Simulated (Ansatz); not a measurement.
**K: electron density at the nuclei under pressure**

```
K
1.0
     0.00000    3.39187    3.39187
     3.39187    0.00000    3.39187
     3.39187    3.39187    0.00000
K
1
Direct
  0.00000 0.00000 0.00000
```

Conventional cell: a = 6.784 Å, b = 6.784 Å, c = 6.784 Å, α = 90.00°, β = 90.00°, γ = 90.00°.

The cell is the one relaxed in the Materials Project (mp-10157), not relaxed further here; entries there can be hypothetical.

The calculation used Ansatz 0.2.0, DFT, r2SCAN, all-electron PAW with datasets made for the crystal, scalar-relativistic.

Settings: a Γ-centred 11×11×11 k mesh, Fermi–Dirac smearing of 0.05 eV, cutoff 180 eV (chosen by the program for this cell), no spin polarisation.

The contact density is the mean electron density over the nuclear volume; its changes follow the s electrons' response to bonding and compression. Changes below are taken from the unscaled cell, where it is 34753.6 e/Å³ at K.

```csv
V/V(cell),P (GPa),Δρ(0) K (e/Å³)
0.9600,0.1,?
1.0000,0.0,0.00
1.0400,-0.2,?
```

(1) Give the missing entry: row "1.0400", column "Δρ(0) K (e/Å³)".

(2) What belongs in the row "0.9600", column "Δρ(0) K (e/Å³)"?

The datasets are made afresh for each cell, so very small changes are uncertain.

Results:

(1) -0.15.

(2) 0.16.
